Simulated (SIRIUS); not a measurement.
# C in SIRIUS: reference runs

Aim: a first look at C with PBEsol, on the cell as given and on a disturbed one.

Everything below comes from runs of SIRIUS 7.10.0. Logs are shortened: lines on timing, memory, paths and dates and some standing lists are left out, and cuts for length are marked. The log counts tension as positive stress, the text compression.

### 1 The structure

The cell holds a slab with vacuum, 2 atoms: a = 2.456 Å, b = 2.456 Å, c = 8.524 Å, α = 90.00°, β = 90.00°, γ = 120.00°.

### 2 Single point, PBEsol

sirius.json reads:

```json
{
  "control": {
    "processing_unit": "cpu",
    "verbosity": 2,
    "num_bands_to_print": 10,
    "print_forces": true,
    "print_stress": true
  },
  "parameters": {
    "electronic_structure_method": "pseudopotential",
    "xc_functionals": ["XC_GGA_X_PBE_SOL", "XC_GGA_C_PBE_SOL"],
    "gk_cutoff": 9.1,
    "pw_cutoff": 18.2,
    "ngridk": [12, 12, 3],
    "shiftk": [0, 0, 0],
    "smearing": "fermi_dirac",
    "smearing_width": 0.0018374661,
    "num_bands": 10,
    "num_mag_dims": 0,
    "num_dft_iter": 100,
    "energy_tol": 1e-08,
    "density_tol": 1e-06
  },
  "iterative_solver": {
    "type": "davidson",
    "min_tolerance": 1e-09,
    "tolerance_scale": [0.1, 0.25]
  },
  "mixer": {
    "type": "anderson",
    "beta": 0.7,
    "max_history": 8
  },
  "settings": {
    "tol_ne": 1e-10,
    "pseudo_grid_cutoff": 6.5
  },
  "unit_cell": {
    "lattice_vectors": [
      [1.0, 0.0, 0.0],
      [-0.5, 0.866025403792, 0.0],
      [0.0, 0.0, 3.470363532291]
    ],
    "lattice_vectors_scale": 4.641488922,
    "atom_coordinate_units": "lattice",
    "atom_types": ["C"],
    "atom_files": {
      "C": "C.json"
    },
    "atoms": {
      "C": [
        [0.6666666667, 0.3333333333, 0.0],
        [0.3333333333, 0.6666666667, 0.0]
      ]
    }
  }
}
```

Potentials or basis: PseudoDojo 0.4.1 PBEsol standard (scalar relativistic).

On the command line:

```
upf_to_json C.upf
OMP_NUM_THREADS=1 sirius.scf --input=sirius.json --output=out.json --task=0
```

What it wrote:

```text
[info] SIRIUS version : 7.10.0
[info] number of MPI ranks           : 1
[info] MPI grid                      : 1 1
[info] maximum number of OMP threads : 1
[fft] FFT context for density and potential
[fft] =====================================
[fft]   comm size                             : 1
[fft]   plane wave cutoff                     : 18.2
[fft]   grid size                             : 30 30 96   total : 86400
[fft]   grid limits                           : -14 15   -14 15   -47 48
[fft]   number of G-vectors within the cutoff : 15326
[fft]   local number of G-vectors             : 15326
[fft]   number of G-shells                    : 1658
[fft] FFT context for coarse grid
[fft] =====================================
[fft]   comm size                             : 1
[fft]   plane wave cutoff                     : 18.2
[fft]   grid size                             : 30 30 96   total : 86400
[fft]   grid limits                           : -14 15   -14 15   -47 48
[fft]   number of G-vectors within the cutoff : 15326
[fft]   local number of G-vectors             : 15326
[fft]   number of G-shells                    : 1658
[unit cell] lattice vectors
[unit cell]   a1 :       4.6414889220      0.0000000000      0.0000000000
[unit cell]   a2 :      -2.3207444610      4.0196473179      0.0000000000
[unit cell]   a3 :       0.0000000000      0.0000000000     16.1076538904
[unit cell] reciprocal lattice vectors
[unit cell]   b1 :       1.3537003778      0.7815592775     -0.0000000000
[unit cell]   b2 :       0.0000000000      1.5631185550      0.0000000000
[unit cell]   b3 :       0.0000000000     -0.0000000000      0.3900745167
[unit cell] unit cell volume :       300.52289056 [a.u.^3]
[unit cell] 1/sqrt(omega)    :         0.05768478
[unit cell] MT volume        :         0.00000000 ( 0.00%)
[unit cell] IT volume        :       300.52289056 (100.00%)
[unit cell] number of atom types : 1
[unit cell] type id : 0 symbol :  C mt_radius :  12.470000 num_atoms : 2
[unit cell] total number of atoms : 2
[unit cell] number of symmetry classes : 1
[unit cell] number of PAW atoms : 0
[unit cell] atom id  type id  class id             position                      vector_field
[unit cell] ------------------------------------------------------------------------------------------
[unit cell]      0        0        0      0.66667   0.33333   0.00000      0.00000   0.00000   0.00000
[unit cell]      1        0        0      0.33333   0.66667   0.00000      0.00000   0.00000   0.00000
[unit cell] atom id         position (Cartesian, a.u.)
[unit cell] ---------------------------------------------
[unit cell]      0       2.320744    1.339882    0.000000
[unit cell]      1      -0.000000    2.679765    0.000000
[unit cell] class id : 0 atom id : 0 1
[unit cell] minimum bond length:     2.679765
[unit cell] total number of pseudo wave-functions: 8
[sym] space group number   : 191
[sym] international symbol : P6/mmm
[sym] Hall symbol          : -P 6 2
[sym] space group transformation matrix :
[sym]   1.0000  0.0000  0.0000
[sym]   0.0000  1.0000  0.0000
[sym]   0.0000  0.0000  1.0000
[sym] space group origin shift :
[sym]   0.0000  0.0000  0.0000
[sym] number of space group operations  : 24
[sym] number of magnetic group operations : 24
[sym] metric tensor error: 2.8215e-10
[sym] rotation matrix error: 1.5123e-11
[sym] symmetry operations
[... list of symmetry operations ...]
[atom type] label          : C
[atom type] --------------------------------------------------------------------------------
[atom type] symbol         : C
[atom type] name           :
[atom type] zn             : 4
[atom type] mass           : 0
[atom type] mt_radius      : 12.47
[atom type] num_mt_points  : 1248
[atom type] grid_origin    : 0
[atom type] grid_name      : external
[atom type] number of core electrons    : 0
[atom type] number of valence electrons : 4
[atom type] total number of radial functions : 4
[atom type] lmax of radial functions         : 1
[... 206 lines left out ...]
[find] | SCF iteration   8 out of 100|
[diagonalize] iterative solver tolerance (occupied, empty): 1.12119e-08 1.12119e-08
[diagonalize] average number of iterations: 2.71053
[find] Total energy                   :     -12.00930058 (Ha),     -24.01860117 (Ry)
[find] Free energy (E-TS)             :     -12.00937134 (Ha),     -24.01874268 (Ry)
[find] band gap (eV)                  :       0.00000000
[find] Efermi                         :       0.00682555
[find] iteration : 8, RMS : 1.988583581864e-07, energy difference : -8.010422547500e-09
[find] Hartree energy of density residual : 1.357451642861e-12
[find] bands are converged : true
[find] iterative solver converged : false
[find] +------------------------------+
[find] | SCF iteration   9 out of 100|
[find] +------------------------------+
[diagonalize] iterative solver tolerance (occupied, empty): 2.80298e-09 2.80298e-09
[diagonalize] average number of iterations: 3.18421
[diagonalize] Lowest band energies
[diagonalize] ik:    0   -0.713460   -0.277702   -0.103173   -0.103173    0.120725    0.207632    0.264994    0.317369    0.317369    0.431926
[diagonalize] ik:    1   -0.707390   -0.270398   -0.127296   -0.115946    0.128991    0.215710    0.272781    0.320113    0.343399    0.411062
[diagonalize] ik:    2   -0.689241   -0.248678   -0.188059   -0.145787    0.153790    0.239768    0.295500    0.319972    0.355041    0.412241
[diagonalize] ik:    3   -0.659216   -0.265964   -0.213244   -0.178847    0.195057    0.269901    0.286890    0.306214    0.339632    0.507188
[diagonalize] ik:    4   -0.617729   -0.347793   -0.206367   -0.165942    0.189209    0.252479    0.295766    0.336637    0.394455    0.592470
[diagonalize] ...
[diagonalize] ik:   33   -0.549083   -0.413410   -0.290909   -0.092300    0.100280    0.360809    0.381094    0.390748    0.480256    0.522094
[diagonalize] ik:   34   -0.502029   -0.467992   -0.297738   -0.058841    0.060267    0.377922    0.432136    0.444524    0.455075    0.486107
[diagonalize] ik:   35   -0.554638   -0.379798   -0.325609   -0.095486    0.111679    0.352709    0.379157    0.459325    0.466107    0.479400
[diagonalize] ik:   36   -0.501440   -0.433115   -0.351785   -0.043708    0.055019    0.404900    0.432846    0.461682    0.490301    0.501786
[diagonalize] ik:   37   -0.455797   -0.455797   -0.386690    0.006824    0.006824    0.394777    0.487522    0.487522    0.508244    0.554858
[find] Charges and magnetic moments
[find] --------------------------------------------------------------------------------
[find] total charge          : 8.000000
[find] Energy
[find] --------------------------------------------------------------------------------
[find] valence_eval_sum               :      -2.64485263
[find] <rho|V^{XC}>                   :      -4.68884543
[find] <rho|E^{XC}>                   :      -4.25905387
[find] <mag|B^{XC}>                   :       0.00000000
[find] <rho|V^{H}>                    :      37.76941237
[find] one-electron contribution      :     -35.72541957 (Ha),     -71.45083913 (Ry)
[find] hartree contribution           :      18.88470618
[find] xc contribution                :      -4.25905387
[find] ewald contribution             :       9.09046872
[find] PAW contribution               :       0.00000000
[find] smearing (-TS)                 :      -0.00007076
[find] SCF correction                 :      -0.00000205
[find] Total energy                   :     -12.00930059 (Ha),     -24.01860117 (Ry)
[find] Free energy (E-TS)             :     -12.00937134 (Ha),     -24.01874269 (Ry)
[find] band gap (eV)                  :       0.00000000
[find] Efermi                         :       0.00682465
[find] iteration : 9, RMS : 1.406690565008e-07, energy difference : -1.984471253991e-09
[find] Hartree energy of density residual : 3.120774925225e-12
[find] bands are converged : true
[find] iterative solver converged : true
[find] converged after 10 SCF iterations!
[find] Charges and magnetic moments
[find] --------------------------------------------------------------------------------
[find] total charge          : 8.000000
[find] Energy
[find] --------------------------------------------------------------------------------
[find] valence_eval_sum               :      -2.64485263
[find] <rho|V^{XC}>                   :      -4.68884543
[find] <rho|E^{XC}>                   :      -4.25905387
[find] <mag|B^{XC}>                   :       0.00000000
[find] <rho|V^{H}>                    :      37.76941237
[find] one-electron contribution      :     -35.72541957 (Ha),     -71.45083913 (Ry)
[find] hartree contribution           :      18.88470618
[find] xc contribution                :      -4.25905387
[find] ewald contribution             :       9.09046872
[find] PAW contribution               :       0.00000000
[find] smearing (-TS)                 :      -0.00007076
[find] SCF correction                 :      -0.00000205
[find] Total energy                   :     -12.00930059 (Ha),     -24.01860117 (Ry)
[find] Free energy (E-TS)             :     -12.00937134 (Ha),     -24.01874269 (Ry)
[find] band gap (eV)                  :       0.00000000
[find] Efermi                         :       0.00682465
[ground_state] === stress tensor components [kbar] ===
[ground_state] === stress_kin ===
[ground_state] -5306.947277    0.000000   -0.000000
[ground_state]     0.000000-5306.947277    0.000000
[ground_state]    -0.000000    0.000000-5839.188919
[ground_state] === stress_har ===
[ground_state] -18092.210900    0.000000   -0.000000
[ground_state]     0.000000-18092.210899   -0.000000
[ground_state]    -0.000000   -0.00000017696.406982
[ground_state] === stress_ewald ===
[ground_state] -18611.466476    0.000000    0.000000
[ground_state]     0.000000-18611.466476    0.000000
[ground_state]     0.000000    0.00000028323.418244
[ground_state] === stress_vloc ===
[ground_state] 40221.828321   -0.000000    0.000000
[ground_state]    -0.00000040221.828320   -0.000000
[ground_state]     0.000000   -0.000000-41865.595593
[ground_state] === stress_xc ===
[ground_state]   425.633694   -0.000000    0.000000
[ground_state]    -0.000000  425.633694    0.000000
[ground_state]     0.000000    0.000000  445.370976
[ground_state] === stress_core ===
[ground_state]   793.141199   -0.000000   -0.000000
[ground_state]    -0.000000  793.141199   -0.000000
[ground_state]    -0.000000   -0.000000  773.934291
[ground_state] === stress_nonloc ===
[ground_state]   558.577252   -0.000000   -0.000000
[ground_state]    -0.000000  558.577252   -0.000000
[ground_state]    -0.000000   -0.000000  466.146998
[ground_state] === stress_us_nl ===
[ground_state]   558.577252   -0.000000   -0.000000
[ground_state]    -0.000000  558.577252   -0.000000
[ground_state]    -0.000000   -0.000000  466.146998
[ground_state] === stress_total ===
[ground_state]   -11.444187   -0.000000   -0.000000
[ground_state]    -0.000000  -11.444187    0.000000
[ground_state]    -0.000000    0.000000    0.492980
[ground_state] ==== total Forces in Ha/bohr =====
[ground_state] atom:    0, force:       0.0000000     -0.0000000     -0.0000000
[ground_state] atom:    1, force:      -0.0000000      0.0000000     -0.0000000
[ground_state] ==== ultrasoft contribution from Qij =====
[ground_state] atom:    0, force:       0.0000000      0.0000000      0.0000000
[ground_state] atom:    1, force:       0.0000000      0.0000000      0.0000000
[ground_state] ==== non-local contribution from Beta-projector =====
[ground_state] atom:    0, force:       0.0000000     -0.0000000      0.0000000
[ground_state] atom:    1, force:      -0.0000000      0.0000000      0.0000000
[ground_state] ==== contribution from local potential =====
[ground_state] atom:    0, force:       0.0000000     -0.0000000      0.0000000
[ground_state] atom:    1, force:      -0.0000000      0.0000000      0.0000000
[ground_state] ==== contribution from core density =====
[ground_state] atom:    0, force:       0.0000000      0.0000000     -0.0000000
[ground_state] atom:    1, force:      -0.0000000     -0.0000000      0.0000000
[ground_state] ==== Ewald forces from ions =====
[ground_state] atom:    0, force:       0.0000000     -0.0000000      0.0000000
[ground_state] atom:    1, force:      -0.0000000      0.0000000      0.0000000
[~DFT_ground_state] local op. applied: 10322
[~DFT_ground_state] evp. work count: 4621.46
[~DFT_ground_state] number of iterative solver steps: 1378
```

It took 24 s on 1 thread of Arm Neoverse V1, shared host; peak memory 0.27 GiB.

What came out:

| Property | Result |
| --- | --- |
| Free energy | -326.7916 eV |
| Band gap on the k mesh | none (metal or under the smearing width) |

### 3 Single point, PBEsol (atoms moved at random, drawn with an rms of 0.05 Å)

sirius.json, as its differences from that of step 2:

```diff
@@ -39,7 +39,6 @@
     "lattice_vectors": [
-      [1.0, 0.0, 0.0],
-      [-0.5, 0.866025403792, 0.0],
-      [0.0, 0.0, 3.470363532291]
+      [4.641488922036, 0.0, 0.0],
+      [-2.320744461018, 4.0196473179, 0.0],
+      [0.0, 0.0, 16.107653890565]
     ],
-    "lattice_vectors_scale": 4.641488922,
     "atom_coordinate_units": "lattice",
@@ -51,4 +50,4 @@
       "C": [
-        [0.6666666667, 0.3333333333, 0.0],
-        [0.3333333333, 0.6666666667, 0.0]
+        [0.656297, 0.334722, -0.000597],
+        [0.324104, 0.662744, -0.001004]
       ]
```

Potentials or basis: PseudoDojo 0.4.1 PBEsol standard (scalar relativistic).

On the command line:

```
upf_to_json C.upf
OMP_NUM_THREADS=1 sirius.scf --input=sirius.json --output=out.json --task=0
```

What it wrote:

```text
[info] SIRIUS version : 7.10.0
[info] number of MPI ranks           : 1
[info] MPI grid                      : 1 1
[info] maximum number of OMP threads : 1
[fft] FFT context for density and potential
[fft] =====================================
[fft]   comm size                             : 1
[fft]   plane wave cutoff                     : 18.2
[fft]   grid size                             : 30 30 96   total : 86400
[fft]   grid limits                           : -14 15   -14 15   -47 48
[fft]   number of G-vectors within the cutoff : 15326
[fft]   local number of G-vectors             : 15326
[fft]   number of G-shells                    : 1658
[fft] FFT context for coarse grid
[fft] =====================================
[fft]   comm size                             : 1
[fft]   plane wave cutoff                     : 18.2
[fft]   grid size                             : 30 30 96   total : 86400
[fft]   grid limits                           : -14 15   -14 15   -47 48
[fft]   number of G-vectors within the cutoff : 15326
[fft]   local number of G-vectors             : 15326
[... 369 lines left out ...]
[ground_state]   560.071742   -1.252327    0.008512
[ground_state]    -1.252327  557.147306   -0.009753
[ground_state]     0.008512   -0.009753  466.224517
[ground_state] === stress_total ===
[ground_state]   -14.337106    2.030203   -0.057424
[ground_state]     2.030203   -9.646119    0.067636
[ground_state]    -0.057424    0.067636    0.501510
[ground_state] ==== total Forces in Ha/bohr =====
[ground_state] atom:    0, force:       0.0089608     -0.0105483     -0.0011418
[ground_state] atom:    1, force:      -0.0089608      0.0105483      0.0011418
[ground_state] ==== ultrasoft contribution from Qij =====
[ground_state] atom:    0, force:       0.0000000      0.0000000      0.0000000
[ground_state] atom:    1, force:       0.0000000      0.0000000      0.0000000
[ground_state] ==== non-local contribution from Beta-projector =====
[ground_state] atom:    0, force:       0.0066108     -0.0077615     -0.0021393
[ground_state] atom:    1, force:      -0.0066108      0.0077615      0.0021393
[ground_state] ==== contribution from local potential =====
[ground_state] atom:    0, force:      -0.0308683      0.0357391     -0.0189066
[ground_state] atom:    1, force:       0.0308683     -0.0357391      0.0189066
[ground_state] ==== contribution from core density =====
[ground_state] atom:    0, force:      -0.0006715      0.0007775      0.0000012
[ground_state] atom:    1, force:       0.0006715     -0.0007775     -0.0000012
[ground_state] ==== Ewald forces from ions =====
[ground_state] atom:    0, force:       0.0338897     -0.0393034      0.0199028
[ground_state] atom:    1, force:      -0.0338897      0.0393034     -0.0199028
[~DFT_ground_state] local op. applied: 59866
[~DFT_ground_state] evp. work count: 26809.6
[~DFT_ground_state] number of iterative solver steps: 8417
```

It took 2.1 min on 1 thread of Arm Neoverse V1, shared host; peak memory 0.9 GiB.

What came out:

```yaml
Free_energy: -326.7865 eV
Largest_force: 0.714 eV/Å
Band_gap_on_the_k_mesh: 0.20 eV
```

Forces on the atoms (eV/Å):
```
C    0.461 -0.542 -0.059
C   -0.461  0.542  0.059
```
